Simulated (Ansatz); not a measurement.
## Ta: do energies and stresses tell the same story?

The calculation used Ansatz 0.2.0, DFT PBEsol, scalar-relativistic, plane waves, PAW.

Plane waves to 420 eV, a k mesh through Γ of 18×18×18 on the computed 1-atom cell and Gaussian smearing (0.10 eV); no spin polarisation.

Relaxed cell: Im-3m, a = 3.281 Å, b = 3.281 Å, c = 3.281 Å, α = 90.00°, β = 90.00°, γ = 90.00°, 1 atom in the primitive cell.

Energies at zero smearing and pressures from the stress tensor, at volumes with shape and atoms relaxed:
```csv
V (Å³/atom),E − E(first) (meV/atom),P (GPa)
15.534,0.00,34.09
16.063,-95.33,23.71
16.593,-158.61,14.58
17.123,-193.39,6.69
17.652,-203.94,-0.02
18.182,-194.06,-5.78
18.711,-166.42,-10.80
19.417,-105.73,-16.48
```

Question: Check P = −dE/dV between neighbouring volumes, and get the bulk modulus from the pressures alone.

Answer: With 1 eV/Å³ = 160.2 GPa:
```tsv
middle V (Å³/atom)	−ΔE/ΔV (GPa)	mean P (GPa)
15.799	28.842	28.899
16.328	19.145	19.145
16.858	10.523	10.635
17.387	3.191	3.336
17.917	-2.990	-2.897
18.447	-8.361	-8.288
19.064	-13.771	-13.638
```

The two differ by 0.15 GPa at most. The mean of two end pressures misses the average over a step by about ΔV² P″/12, up to 0.12 GPa here; with that taken off 0.11 GPa remains. The stress is the derivative of the free energy, not of the energy at zero smearing, and with free energies 0.03 GPa remains. Around V = 17.652 Å³/atom, the two neighbours give B = −V ΔP/ΔV = 17.652 × 12.47 / 1.059 = 207.8 GPa, against B0 = 208.7 GPa from the Birch–Murnaghan fit of the energies.

Spin–orbit coupling is left out, which can shift energies with elements as heavy as these.